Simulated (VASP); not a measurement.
# BeTe in VASP: relaxing the cell with several functionals, part 2 of 2

The system is BeTe (CsCl type), a generated structure that needn't be the ground state.

VASP 6.6.1, plane waves, PAW. Earlier steps stand in the parts before.

## (4) Relaxation with LDA

The input, INCAR:

```
ENCUT = 600.000000
SIGMA = 0.020000
EDIFF = 1.00e-07
EDIFFG = -5.00e-03
GGA = CA
PREC = Accurate
IBRION = 2
ISIF = 3
ISMEAR = -1
NBANDS = 11
NELM = 120
NSW = 40
LASPH = .TRUE.
LCHARG = .FALSE.
LWAVE = .FALSE.
LREAL = .FALSE.
```

The input, KPOINTS:

```
KPOINTS created by Atomic Simulation Environment
0
Gamma
8 8 8
0 0 0
```

The input, POSCAR:

```
Be Te
 1.0000000000000000
     3.3564374215858606    0.0000000000000000    0.0000000000000000
     0.0000000000000000    3.3564374215858606    0.0000000000000000
     0.0000000000000000    0.0000000000000000    3.3564374215858606
 Be  Te
   1   1
Cartesian
 -0.0000000000000000  0.0000000000000000  0.0000000000000000
  1.6782187107929301  1.6782187107929301  1.6782187107929301
```

Potentials: the recommended LDA PAW datasets, 8 valence electrons in the neutral cell.

On the command line:

```
> mpirun -np 1 vasp_std
```

The first run moved the cell so far that it was started again from its end, on a fresh basis. The second run's POSCAR:

```
Be Te
 1.0000000000000000
     3.3018014521537227    0.0000000000000000    0.0000000000000000
     0.0000000000000000    3.3018014521537227    0.0000000000000000
    -0.0000000000000000   -0.0000000000000000    3.3018014521537227
 Be  Te
   1   1
Cartesian
  0.0000000000000000  0.0000000000000000  0.0000000000000000
  1.6509007260768613  1.6509007260768613  1.6509007260768613
```

The files below are the second run's.

Standard output, without the iteration lines:

```text
POSCAR found type information on POSCAR BeTe
 POSCAR found :  2 types and       2 ions
 LDA part: xc-table for (Slater(with rela. corr.)+CA(PZ))
 , standard interpolation
 POSCAR, INCAR and KPOINTS ok, starting setup
 FFT: planning ... GRIDC
 FFT: planning ... GRID_SOFT
 FFT: planning ... GRID
 WAVECAR not read
 WARNING: random wavefunctions but no delay for mixing, default for NELMDL
 entering main loop
 curvature:   0.00 expect dE= 0.000E+00 dE for cont linesearch  0.000E+00
 search vector abs. value=  0.348E-07
 reached required accuracy - stopping structural energy minimisation
```

OSZICAR:

```text
N       E                     dE             d eps       ncg     rms          rms(c)
DAV:   1     0.190768506118E+02    0.19077E+02   -0.36948E+03   770   0.677E+02
DAV:   2    -0.558367582780E+01   -0.24661E+02   -0.23920E+02  1034   0.950E+01
DAV:   3    -0.658530109260E+01   -0.10016E+01   -0.99846E+00   925   0.191E+01
DAV:   4    -0.659300622065E+01   -0.77051E-02   -0.77044E-02   957   0.202E+00
DAV:   5    -0.659309799906E+01   -0.91778E-04   -0.91777E-04   899   0.234E-01    0.892E+00
DAV:   6    -0.657897323481E+01    0.14125E-01   -0.21068E-02   911   0.491E-01    0.545E+00
DAV:   7    -0.657582581623E+01    0.31474E-02   -0.16138E-02   884   0.494E-01    0.529E-01
DAV:   8    -0.657524698532E+01    0.57883E-03   -0.35977E-03   863   0.246E-01    0.173E-01
DAV:   9    -0.657523815453E+01    0.88308E-05   -0.17704E-04   923   0.665E-02    0.769E-02
DAV:  10    -0.657523460515E+01    0.35494E-05   -0.21352E-05   899   0.201E-02    0.532E-03
DAV:  11    -0.657523466003E+01   -0.54881E-07   -0.87307E-07   920   0.594E-03
   1 F= -.65752347E+01 E0= -.65746689E+01  d E =-.657523E+01
```

OUTCAR, selected sections:

```text
k-points           NKPTS =     35   k-points in BZ     NKDIM =     35   number of bands    NBANDS=     11

   NELECT =       8.0000    total number of electrons

   dimension x,y,z NGX =    28 NGY =   28 NGZ =   28
   dimension x,y,z NGXF=    56 NGYF=   56 NGZF=   56

  energy-cutoff  :      600.00
  volume of cell :       36.00
      direct lattice vectors                 reciprocal lattice vectors
     3.301801452  0.000000000  0.000000000     0.302864971  0.000000000  0.000000000
     0.000000000  3.301801452  0.000000000     0.000000000  0.302864971  0.000000000
     0.000000000  0.000000000  3.301801452     0.000000000  0.000000000  0.302864971

 k-points in reciprocal lattice and weights: KPOINTS created by Atomic Simulation Env
   0.00000000  0.00000000  0.00000000       0.002
   0.12500000  0.00000000  0.00000000       0.012
   0.25000000  0.00000000  0.00000000       0.012
   0.37500000  0.00000000  0.00000000       0.012
   0.50000000  0.00000000  0.00000000       0.006
   0.12500000  0.12500000  0.00000000       0.023
   0.25000000  0.12500000  0.00000000       0.047
   0.37500000  0.12500000  0.00000000       0.047
[... 27 more k-points ...]

 E-fermi :   8.4960

 k-point     1 :       0.0000    0.0000    0.0000
  band No.  band energies     occupation
      1      -6.0145      2.00000
      2       7.1383      2.00000
      3       7.1383      2.00000
      4       7.1383      2.00000
      5       9.4071      0.00000
      6      12.4746      0.00000
      7      12.4746      0.00000
      8      16.8981      0.00000
      9      16.8981      0.00000
     10      16.8981      0.00000
     11      22.7751      0.00000

 k-point     2 :       0.1250    0.0000    0.0000
  band No.  band energies     occupation
      1      -5.8399      2.00000
      2       5.4779      2.00000
      3       7.3415      2.00000
      4       7.3415      2.00000
      5      10.0224      0.00000
      6      12.6598      0.00000
      7      13.9971      0.00000
      8      16.2288      0.00000
      9      16.2288      0.00000
     10      16.3782      0.00000
     11      21.9659      0.00000

 k-point     3 :       0.2500    0.0000    0.0000
  band No.  band energies     occupation
      1      -5.3472      2.00000
      2       3.1292      2.00000
      3       7.9284      2.00000
      4       7.9284      2.00000
      5      10.5672      0.00000
      6      13.2110      0.00000
      7      14.6621      0.00000
      8      14.6621      0.00000
      9      15.2088      0.00000
     10      17.2422      0.00000
     11      19.5056      0.00000

 k-point     4 :       0.3750    0.0000    0.0000
  band No.  band energies     occupation
      1      -4.6835      2.00000
      2       1.2542      2.00000
      3       8.7861      0.00000
      4       8.7861      0.00000
      5      11.1331      0.00000
      6      12.9993      0.00000
      7      12.9993      0.00000
      8      14.0328      0.00000
      9      14.0973      0.00000
     10      17.4638      0.00000
     11      20.8371      0.00000

 k-point     5 :       0.5000    0.0000    0.0000
  band No.  band energies     occupation
      1      -4.3083      2.00000
      2       0.4648      2.00000
      3       9.3673      0.00000
      4       9.3673      0.00000
      5      11.4976      0.00000
      6      12.1229      0.00000
      7      12.1229      0.00000
      8      13.4338      0.00000
      9      14.8965      0.00000
     10      16.2784      0.00000
     11      23.3233      0.00000

 k-point     6 :       0.1250    0.1250    0.0000
  band No.  band energies     occupation
      1      -5.6649      2.00000
      2       5.5525      2.00000
      3       5.7961      2.00000
      4       7.5426      2.00000
      5      10.7590      0.00000
      6      13.6950      0.00000
      7      14.5512      0.00000
      8      14.9149      0.00000
      9      15.8174      0.00000
     10      16.5590      0.00000
     11      21.0178      0.00000

[... the tables of k-points 7 to 35 left out ...]

  Total        0.0006927      0.0006927      0.0006927     -0.0000000     -0.0000000     -0.0000000
  in kB        0.0308308      0.0308308      0.0308308     -0.0000000     -0.0000000     -0.0000000
  external PRESSURE =       0.0308308 kB  Pullay stress =       0.0000000 kB

 POSITION                                       TOTAL-FORCE (eV/Angst)
 -----------------------------------------------------------------------------------
      0.00000      0.00000      0.00000         0.000000      0.000000      0.000000
      1.65090      1.65090      1.65090         0.000000      0.000000      0.000000
 -----------------------------------------------------------------------------------
    total drift:                               -0.000000      0.000000      0.000000

  FREE ENERGIE OF THE ION-ELECTRON SYSTEM (eV)
  ---------------------------------------------------
  free  energy   TOTEN  =        -6.5752346600 eV

  energy  without entropy=       -6.5741030440  energy(sigma->0) =       -6.57466885
```

CONTCAR

```
Be Te
   1.00000000000000
     3.3018014521537227    0.0000000000000000    0.0000000000000000
     0.0000000000000000    3.3018014521537227    0.0000000000000000
     0.0000000000000000    0.0000000000000000    3.3018014521537227
  Be              Te
     1     1
Direct
     0.0000000000000000    0.0000000000000000    0.0000000000000000
     0.5000000000000000    0.5000000000000000    0.5000000000000000

  0.00000000E+00  0.00000000E+00  0.00000000E+00
  0.00000000E+00  0.00000000E+00  0.00000000E+00
```

Hardware: 1 MPI rank of Intel Xeon Platinum 8488C, shared host.

```
                       before   after   change
                a (Å)   3.356   3.302  -1.63 %
     volume (Å³/atom)  18.906  17.998  -4.80 %
shortest distance (Å)   2.907   2.859  -1.63 %
          space group   Pm-3m   Pm-3m     same
```

## (5) The relaxed cells

What follows sums up all 2 parts.

```
 level  a (Å)  volume (Å³/atom)  space group  Ansatz: volume (Å³/atom)
   PBE  3.357            18.921        Pm-3m                    18.906
PBEsol  3.321            18.318        Pm-3m                    18.278
   LDA  3.302            17.998        Pm-3m                    17.961
```

What this shows: The PBE run changed the volume by +41.4 % from its own start of 13.38 Å³/atom. LDA gives the smallest cell and PBE the largest, 5.1 % apart in volume. LDA's volume lies 4.9 % below PBE's. The two programs differ by at most 0.22 % in volume, much less than the spread of the functionals. Each program uses its own PAW datasets and cutoff. VASP's cell holds 8 valence electrons and Ansatz's 18. LDA means the Perdew–Zunger form in VASP and the Perdew–Wang form in Ansatz.
